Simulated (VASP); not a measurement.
# CuO (P-6m2) in VASP: a series of runs

One crystal, CuO, is run at these levels: LDA, PBE; tasks: core levels, phonons, elastic constants, band structure.

Program: VASP 6.6.1. These are calculated values, not measurements. Logs are shortened: lines on timing, memory, paths and dates and some standing lists are left out, and cuts for length are marked.

### 1 Starting point

The structure is hexagonal, space group P-6m2 (No. 187). The conventional cell has a = 2.836 Å, b = 2.836 Å, c = 2.768 Å, α = 90.00°, β = 90.00°, γ = 120.00°. Around Cu (site symmetry -6m2) lie 6 O at 2.14 Å. O (site symmetry -6m2) has 6 Cu at 2.14 Å as nearest neighbours.

Measurements of this composition are mostly on another form, of space group No. 15.

### 2 Core levels, LDA

Input file INCAR:

```
SYSTEM = CuO
ALGO = Normal
EDIFF = 1E-6
ENCUT = 520
GGA = CA
ICORELEVEL = 1
ISIF = 2
ISMEAR = 0
LASPH = .True.
LCHARG = .False.
LREAL = .False.
LWAVE = .False.
NELM = 60
PREC = Accurate
SIGMA = 0.02
```

Input file KPOINTS:

```
k-points
0
Gamma
  11 11 10
  0 0 0
```

Input file POSCAR:

```
CuO
1.0
    2.8363251100      0.0000000000      0.0000000000
   -1.4181625500      2.4563296000      0.0000000000
    0.0000000000      0.0000000000      2.7681127800
Cu O
1 1
Direct
    0.0000000000      0.0000000000      0.0000000000
    0.6666666667      0.3333333333      0.5000000000
```

Potentials or basis: VASP PAW LDA potentials, release 64 (Cu, O).

On the command line:

```bash
$ cat potpaw_LDA.64/Cu/POTCAR potpaw_LDA.64/O/POTCAR > POTCAR
$ mpirun -np 1 vasp_std > vasp.out
```

OUTCAR:

```text
SYSTEM = CuO
   EDIFF = 1E-6
   ENCUT = 520
   GGA = CA
   ISIF = 2
   ISMEAR = 0
   LASPH = .True.
   LREAL = .False.
   NELM = 60
   PREC = Accurate

 ion  position               nearest neighbor table
   1  0.000  0.000  0.000-   2 2.14   2 2.14   2 2.14   2 2.14   2 2.14   2 2.14
   2  0.667  0.333  0.500-   1 2.14   1 2.14   1 2.14   1 2.14   1 2.14   1 2.14

  LATTYP: Found a hexagonal cell.
 ALAT       =     2.8363251100
 C/A-ratio  =     0.9759504544

  Lattice vectors:

 A1 = (   2.8363251100,   0.0000000000,   0.0000000000)
 A2 = (  -1.4181625500,   2.4563296000,   0.0000000000)
 A3 = (   0.0000000000,   0.0000000000,   2.7681127800)

Analysis of symmetry for initial positions (statically):
=====================================================================
 Subroutine PRICEL returns:
 Original cell was already a primitive cell.

 Routine SETGRP: Setting up the symmetry group for a
 hexagonal supercell.

 Subroutine GETGRP returns: Found 12 space group operations
 (whereof 12 operations were pure point group operations)
 out of a pool of 24 trial point group operations.

The static configuration has the point symmetry D_3h.

Analysis of symmetry for dynamics (positions and initial velocities):
=====================================================================
 Subroutine PRICEL returns:
 Original cell was already a primitive cell.

 Routine SETGRP: Setting up the symmetry group for a
 hexagonal supercell.

 Subroutine GETGRP returns: Found 12 space group operations
 (whereof 12 operations were pure point group operations)
 out of a pool of 24 trial point group operations.

The dynamic configuration has the point symmetry D_3h.

 Subroutine INISYM returns: Found 12 space group operations
 (whereof 12 operations are pure point group operations),
 and found     1 'primitive' translations

----------------------------------------------------------------------------------------

                                     Primitive cell

  volume of cell :      19.2853

  direct lattice vectors                    reciprocal lattice vectors
     2.836325110  0.000000000  0.000000000     0.352568892  0.203555744  0.000000000
    -1.418162550  2.456329600  0.000000000     0.000000000  0.407111489  0.000000000
     0.000000000  0.000000000  2.768112780     0.000000000  0.000000000  0.361256957

  length of vectors
     2.836325110  2.836325109  2.768112780     0.407111488  0.407111489  0.361256957

  position of ions in fractional coordinates (direct lattice)
     0.000000000  0.000000000  0.000000000
     0.666666667  0.333333333  0.500000000

  ion indices of the primitive-cell ions
   primitive index   ion index
                 1           1
                 2           2

----------------------------------------------------------------------------------------

 KPOINTS: k-points

Automatic generation of k-mesh.
 Grid dimensions read from file:
 generate k-points for:   11   11   10

 Generating k-lattice:

  Cartesian coordinates                     Fractional coordinates (reciprocal lattice)
     0.032051717  0.018505068  0.000000000     0.090909091  0.000000000  0.000000000
     0.000000000  0.037010135  0.000000000     0.000000000  0.090909091  0.000000000
     0.000000000  0.000000000  0.036125696     0.000000000  0.000000000  0.100000000

  Length of vectors
     0.037010135  0.037010135  0.036125696

  Shift w.r.t. Gamma in fractional coordinates (k-lattice)
     0.000000000  0.000000000  0.000000000

 Subroutine IBZKPT returns following result:
 ===========================================

 Found     96 irreducible k-points:

 Following reciprocal coordinates:
            Coordinates               Weight
  0.000000  0.000000  0.000000      1.000000
  0.090909  0.000000  0.000000      6.000000
  0.181818 -0.000000  0.000000      6.000000
  0.272727  0.000000  0.000000      6.000000
  0.363636  0.000000  0.000000      6.000000
  0.454545  0.000000  0.000000      6.000000
[... 16 lines left out ...]
  0.090909  0.090909  0.100000     12.000000
  0.181818  0.090909  0.100000     24.000000
 [... further k-points ...]
   k-points           NKPTS =     96   k-points in BZ     NKDIM =     96   number of bands    NBANDS=     12
   number of dos      NEDOS =    301   number of ions     NIONS =      2
   total plane-waves  NPLWV =  13824
   dimension x,y,z NGX =    24 NGY =   24 NGZ =   24
   dimension x,y,z NGXF=    48 NGYF=   48 NGZF=   48
   ions per type =               1   1
   NGX,Y,Z   is equivalent  to a cutoff of  14.07, 14.07, 14.41 a.u.
   NGXF,Y,Z  is equivalent  to a cutoff of  28.13, 28.13, 28.83 a.u.
 SYSTEM =  CuO
   PREC   = accura    normal or accurate (medium, high low for compatibility)
   ISTART =      0    job   : 0-new  1-cont  2-samecut
   ICHARG =      2    charge: 1-file 2-atom 10-const
   ISPIN  =      1    spin polarized calculation?
   LNONCOLLINEAR =      F non collinear calculations
   LSORBIT =      F    spin-orbit coupling
   LASPH  =      T    aspherical Exc in radial PAW
   ENCUT  =  520.0 eV  38.22 Ry    6.18 a.u.   5.27  5.27  5.15*2*pi/ulx,y,z
   NELM   =     60;   NELMIN=  2; NELMDL= -5     # of ELM steps
   EDIFF  = 0.1E-05   stopping-criterion for ELM
   LREAL  =      F    real-space projection
   EDIFFG = 0.1E-04   stopping-criterion for IOM
   NSW    =      0    number of steps for IOM
   IBRION =     -1    ionic relax: 0-MD 1-quasi-New 2-CG
   NFREE  =      0    steps in history (QN), initial steepest desc. (CG)
   ISIF   =      2    stress and relaxation
   ISYM   =      2    0-nonsym 1-usesym 2-fastsym
   POTIM  = 0.5000    time-step for ionic-motion
   TEBEG  =    0.0;   TEEND  =   0.0 temperature during run
   PSTRESS=    0.0 pullay stress
   NELECT =      17.0000    total number of electrons
   NUPDOWN=      -1.0000    fix difference up-down
   EMIN   =  10.00;   EMAX   =-10.00  energy-range for DOS
   EFERMI =   0.00;   METHOD = LEGACY
   ISMEAR =     0;   SIGMA  =   0.02  broadening in eV -4-tet -1-fermi 0-gaus
   EFERMI_NEDOS =   21; number of points for ismear=-14 and -15
   IALGO  =     38    algorithm
   IMIX   =      4    mixing-type and parameters
     AMIX     =   0.40;   BMIX     =  1.00
     AMIX_MAG =   1.60;   BMIX_MAG =  1.00
  volume/ion in A,a.u.               =       9.64        65.07
  Fermi-wavevector in a.u.,A,eV,Ry     =   1.569696  2.966296 33.524031  2.463947
  Thomas-Fermi vector in A             =   2.671540
   LORBIT       =      0    0 simple, 1 ext, 2 COOP (PROOUT), +10 PAW based schemes
   GGA     = CA    functional components
   LHFCALC =     F    Hartree Fock is set to
   AEXX    =    0.0000 exact exchange contribution
   IVDW    =     0    specifies the selected vdW correction
   LEPSILON=     F    determine dielectric tensor
   LRPA    =     F    only Hartree local field effects (RPA)
 non-spin polarized calculation
 Gauss-broadening in eV      SIGMA  =   0.02
  energy-cutoff  :      520.00
  volume of cell :       19.29
 maximum number of plane-waves:       533
 NGX is ok and might be reduce to    24
   NGX = 11   NGY = 11   NGZ = 11

 number of electron      17.0000005 magnetization

 Free energy of the ion-electron system (eV)
  ---------------------------------------------------
  ext. energy  EPLUGINS =         0.00000000
  ---------------------------------------------------
  free energy    TOTEN  =       -10.91055408 eV

  energy without entropy =      -10.90938749  energy(sigma->0) =      -10.90997079

 the core state eigenenergies are
   1-  1s  -8798.7629  2s  -1050.1486  2p   -907.2997  3s   -105.5193  3p    -63.5331

   2-  1s   -496.4248

 E-fermi :   5.4436     XC(G=0): -12.8473

 val. band max:        5.4424790466   @ k =   0.3636   0.0000   0.3000
 cond. band min:       5.4544735677   @ k =   0.2727   0.0000   0.3000
 fundamental gap:      0.0119945211
 Fermi energy:         5.4435575042

 k-point     1 :       0.0000    0.0000    0.0000
  band No.  band energies     occupation
      1     -13.4766      2.00000
      2       1.8761      2.00000
      3       1.8761      2.00000
      4       2.2293      2.00000
      5       2.8460      2.00000
      6       3.6604      2.00000
      7       3.6604      2.00000
      8       5.3390      2.00000
      9       5.3390      2.00000
     10       6.5742      0.00000
     11      20.4989      0.00000
     12      21.9360      0.00000

 k-point     2 :       0.0909    0.0000    0.0000
  band No.  band energies     occupation
      1     -13.3889      2.00000
      2       1.5677      2.00000
      3       1.9233      2.00000
      4       2.2928      2.00000
      5       2.5708      2.00000
      6       3.6512      2.00000
      7       3.9895      2.00000
      8       4.9032      2.00000
      9       5.2553      2.00000
     10       7.2412      0.00000
     11      20.5312      0.00000
     12      20.7497      0.00000

 k-point     3 :       0.1818   -0.0000    0.0000
  band No.  band energies     occupation
      1     -13.1440      2.00000
      2       0.7978      2.00000
      3       2.0556      2.00000
      4       2.1632      2.00000
      5       2.4290      2.00000
      6       3.6268      2.00000
      7       4.4148      2.00000
      8       4.5426      2.00000
      9       5.0318      2.00000
     10       8.3403      0.00000
     11      18.6467      0.00000
     12      20.8678      0.00000

 k-point     4 :       0.2727    0.0000    0.0000
  band No.  band energies     occupation
      1     -12.7990      2.00000
      2      -0.1304      2.00000
      3       1.8280      2.00000
      4       2.2459      2.00000
      5       2.5389      2.00000
      6       3.5949      2.00000
      7       4.1583      2.00000
      8       4.7359      2.00000
      9       5.0687      2.00000
     10       9.4438      0.00000
     11      16.8343      0.00000
     12      21.0189      0.00000

 k-point     5 :       0.3636    0.0000    0.0000
  band No.  band energies     occupation
      1     -12.4518      2.00000
      2      -0.9372      2.00000
      3       1.5994      2.00000
      4       2.4469      2.00000
      5       2.5439      2.00000
      6       3.5658      2.00000
      7       4.1186      2.00000
      8       4.4505      2.00000
      9       5.4729      0.03785
     10      10.4610      0.00000
     11      15.3489      0.00000
     12      20.9090      0.00000
[... 166 lines left out ...]
 k-point    17 :       0.0000    0.0000    0.1000
  band No.  band energies     occupation
      1     -13.3913      2.00000
      2       1.5304      2.00000
      3       1.9187      2.00000
      4       1.9187      2.00000
      5       2.9940      2.00000
      6       3.5850      2.00000
      7       3.5850      2.00000
      8       5.3603      2.00000
      9       5.3603      2.00000
     10       7.1719      0.00000
     11      19.8063      0.00000
     12      22.1606      0.00000

 k-point    18 :       0.0909    0.0000    0.1000
  band No.  band energies     occupation
      1     -13.3059      2.00000
      2       1.5077      2.00000
      3       1.6573      2.00000
      4       1.9558      2.00000
      5       2.8415      2.00000
      6       3.5764      2.00000
      7       3.8456      2.00000
      8       5.0110      2.00000
      9       5.2936      2.00000
     10       7.7393      0.00000
     11      19.8864      0.00000
     12      20.8821      0.00000

 k-point    19 :       0.1818   -0.0000    0.1000
  band No.  band energies     occupation
      1     -13.0672      2.00000
      2       0.8454      2.00000
      3       1.5736      2.00000
      4       2.0536      2.00000
      5       2.6863      2.00000
      6       3.5621      2.00000
      7       4.1994      2.00000
      8       4.6499      2.00000
      9       5.1135      2.00000
     10       8.7750      0.00000
     11      18.7063      0.00000
     12      20.2695      0.00000

 k-point    20 :       0.2727    0.0000    0.1000
  band No.  band energies     occupation
      1     -12.7315      2.00000

------------------------ aborting loop because EDIFF is reached ----------------------------------------

  FORCE on cell =-STRESS in cart. coord.  units (eV):
  Direction    XX          YY          ZZ          XY          YZ          ZX
  --------------------------------------------------------------------------------------
  -------------------------------------------------------------------------------------
  Total       -1.4114429     -1.4114429     -3.0062116     -0.0000000      0.0000000      0.0000000
  in kB     -117.2593418   -117.2593419   -249.7489675     -0.0000002      0.0000000      0.0000000
  external PRESSURE =    -161.4225504 kB  Pullay stress =       0.0000000 kB

 VOLUME and BASIS-vectors are now :
 -----------------------------------------------------------------------------
  energy-cutoff  :      520.00
  volume of cell :       19.29
      direct lattice vectors                 reciprocal lattice vectors
     2.836325110  0.000000000  0.000000000     0.352568892  0.203555744  0.000000000
    -1.418162550  2.456329600  0.000000000     0.000000000  0.407111489  0.000000000
     0.000000000  0.000000000  2.768112780     0.000000000  0.000000000  0.361256957

 POSITION                                       TOTAL-FORCE (eV/Angst)
 -----------------------------------------------------------------------------------
      0.00000      0.00000      0.00000         0.000000      0.000000      0.000000
      1.41816      0.81878      1.38406        -0.000000     -0.000000      0.000000
 -----------------------------------------------------------------------------------
    total drift:                               -0.000000      0.000000      0.000000

  FREE ENERGIE OF THE ION-ELECTRON SYSTEM (eV)
  ---------------------------------------------------
  free  energy   TOTEN  =       -10.9105540781 eV

  energy  without entropy=      -10.9093874927  energy(sigma->0) =      -10.90997079
```

Run time: 12 s. Hardware: 1 thread of AMD EPYC 9R45 (Zen 5), shared host; peak memory 0.11 GiB.

What came out:

```
Free energy            : -10.9106 eV
Pressure               : -16.1 GPa
Band gap on the k mesh : none (metal or under the smearing width)
```

Core levels (eV, on the scale of the bands):
```csv
atom,levels
1 Cu,"1s -8798.8, 2s -1050.1, 2p -907.3, 3s -105.5, 3p -63.5"
2 O,1s -496.4
```

Caveat: so large a pressure means that the cell lies far from this level's equilibrium, or that cutoff or potentials fall short; an odd number of electrons without spin polarisation forces a metal; a magnetic or distorted state may lie lower; the run has no spin polarisation, though such a crystal can be magnetic; semilocal functionals often make such compounds metallic where correlation or magnetic order opens a gap, which also shifts bond lengths.

### 3 Phonons, LDA

POSCAR is that of step 2.

Input file INCAR.step1:

```
SYSTEM = CuO
  PREC = Accurate
  ENCUT = 600
  EDIFF = 1E-8
  ISMEAR = 0
  SIGMA = 0.02
  LREAL = .False.
  LASPH = .True.
  NELM = 100
  ALGO = Normal
  ISIF = 3
  LWAVE = .False.
  LCHARG = .False.
  IBRION = 2
  NSW = 40
  EDIFFG = -0.002
```

Input file INCAR.step2:

```
SYSTEM = CuO
  PREC = Accurate
  ENCUT = 600
  EDIFF = 1E-8
  ISMEAR = 0
  SIGMA = 0.02
  LREAL = .False.
  LASPH = .True.
  NELM = 100
  ALGO = Normal
  ISIF = 2
  LWAVE = .False.
  LCHARG = .False.
  IBRION = 6
  NFREE = 2
  POTIM = 0.015
  NSW = 1
```

Input file KPOINTS:

```
Automatic mesh
0
Gamma
  8 8 7
  0 0 0
```

Potentials or basis: VASP PAW LDA potentials, release 64 (Cu, O).

On the command line:

```bash
$ cat potpaw_LDA.64/Cu/POTCAR potpaw_LDA.64/O/POTCAR > POTCAR
$ cp INCAR.step1 INCAR
$ mpirun -np 1 vasp_std > vasp.out
$ cp CONTCAR POSCAR
$ cp INCAR.step2 INCAR
$ mpirun -np 1 vasp_std > vasp.out
```

OUTCAR:

```text
SYSTEM = CuO
   PREC = Accurate
   ENCUT = 600
   EDIFF = 1E-8
   ISMEAR = 0
   LREAL = .False.
   LASPH = .True.
   NELM = 100
   ISIF = 2
   IBRION = 6
   NFREE = 2
   POTIM = 0.015
   NSW = 1

 ion  position               nearest neighbor table
   1  0.000  0.000  0.000-   2 2.08   2 2.08   2 2.08   2 2.08   2 2.08   2 2.08
   2  0.667  0.333  0.500-   1 2.08   1 2.08   1 2.08   1 2.08   1 2.08   1 2.08
[... 894 lines left out ...]
  x    -0.00000     0.00000    -0.00000    -0.91028     0.00000     0.00000
  y    -0.91028     0.91028    -0.00000     0.00000     0.00000     0.00000
  z     0.00000     0.00000     0.00000     0.00000     0.00000     0.00000

 INTERNAL STRAIN TENSOR FOR ION    2 for displacements in x,y,z  (eV/Angst):
          X           Y           Z          XY          YZ          ZX
  --------------------------------------------------------------------------------
  x     0.00000    -0.00000    -0.00000     0.90932     0.00000     0.00000
  y     0.90932    -0.90932     0.00000    -0.00000     0.00000     0.00000
  z     0.00000     0.00000     0.00000     0.00000     0.00000    -0.00000

 Eigenvectors and eigenvalues of the dynamical matrix
 ----------------------------------------------------

   1 f  =    9.528372 THz    59.868529 2PiTHz  317.832288 cm-1    39.406164 meV
             X         Y         Z           dx          dy          dz
      0.000000  0.000000  0.000000     0.000000    0.000000   -0.449238
      1.399660  0.808094  1.308720    -0.000000    0.000000    0.893412
[... 21 lines left out ...]
   6 f/i=    6.702667 THz    42.114102 2PiTHz  223.576921 cm-1    27.719993 meV
             X         Y         Z           dx          dy          dz
      0.000000  0.000000  0.000000     0.273691    0.357271    0.000000
      1.399660  0.808094  1.308720    -0.543059   -0.708899    0.000000

 ELASTIC MODULI CONTR FROM IONIC RELAXATION (kBar)
 Direction    XX          YY          ZZ          XY          YZ          ZX
 --------------------------------------------------------------------------------
 XX          -0.0000      0.0000      0.0000     -0.0000     -0.0000     -0.0000
 YY           0.0000     -0.0000     -0.0000      0.0000      0.0000      0.0000
 ZZ           0.0000     -0.0000     -0.0000      0.0000      0.0000      0.0000
 XY          -0.0000      0.0000      0.0000     -0.0000     -0.0000     -0.0000
 YZ          -0.0000      0.0000      0.0000     -0.0000     -0.0000     -0.0000
 ZX          -0.0000      0.0000      0.0000     -0.0000     -0.0000     -0.0000
 --------------------------------------------------------------------------------
```

OUTCAR.step1:

```text
SYSTEM = CuO
   PREC = Accurate
   ENCUT = 600
   EDIFF = 1E-8
   ISMEAR = 0
   LREAL = .False.
   LASPH = .True.
   NELM = 100
[... 869 lines left out ...]
  -------------------------------------------------------------------------------------
  Total       -0.0010148     -0.0010148     -0.0005515     -0.0000000      0.0000000      0.0000000
  in kB       -0.0915312     -0.0915312     -0.0497468     -0.0000000      0.0000000      0.0000000
  external PRESSURE =      -0.0776031 kB  Pullay stress =       0.0000000 kB
[... 17 lines left out ...]
  FREE ENERGIE OF THE ION-ELECTRON SYSTEM (eV)
  ---------------------------------------------------
  free  energy   TOTEN  =       -11.0105381145 eV

  energy  without entropy=      -11.0091172673  energy(sigma->0) =      -11.00982769

 reached required accuracy - stopping structural energy minimisation
```

Run time: 1.8 min. Hardware: 1 thread of AMD EPYC 9R45 (Zen 5), shared host; peak memory 0.17 GiB.

What came out:

| Property | Result |
| --- | --- |
| Relaxed volume | 8.88 Å³/atom |
| Relaxed cell | a = 2.799 Å, b = 2.799 Å, c = 2.617 Å, α = 90.00°, β = 90.00°, γ = 120.00° |
| Space group after relaxing (to 0.05 Å) | P-6m2 (No. 187) |
| Highest phonon frequency at Γ, LO-TO splitting left out | 318 cm⁻¹ |
| Most unstable mode | 224i cm⁻¹ |

Step by step:
| step | energy change (eV) | largest force (eV/Å) | pressure (GPa) | volume (Å³) |
| --- | --- | --- | --- | --- |
| 1 | 0.0000 | 0.0000 | -15.94 | 19.29 |
| 2 | -0.0595 | 0.0000 | 15.13 | 16.72 |
| 3 | -0.1024 | 0.0000 | 0.67 | 17.65 |
| 4 | -0.1023 | 0.0000 | 1.06 | 17.62 |
| 5 | -0.1048 | 0.0000 | 0.67 | 17.68 |
| 6 | -0.1054 | 0.0000 | 0.42 | 17.73 |
| 7 | -0.1054 | 0.0000 | 0.39 | 17.73 |
| 8 | -0.1054 | 0.0000 | -0.35 | 17.79 |
| 9 | -0.1054 | 0.0000 | -0.01 | 17.76 |

Final structure:
```xyz
2
Lattice="2.7993 0.0000 0.0000 -1.3997 2.4243 0.0000 0.0000 0.0000 2.6174" Properties=species:S:1:pos:R:3 pbc="T T T"
Cu    0.0000    0.0000    0.0000
O     1.3997    0.8081    1.3087
```

Phonon frequencies in cm⁻¹ (negative: imaginary):
```tsv
q point	frequencies
(0.000, 0.000, 0.000)	-224 -224 0 0 0 318
```

Caveat: some modes are imaginary; the run has no spin polarisation, though such a crystal can be magnetic.

(Part 1 of 2 ends here.)
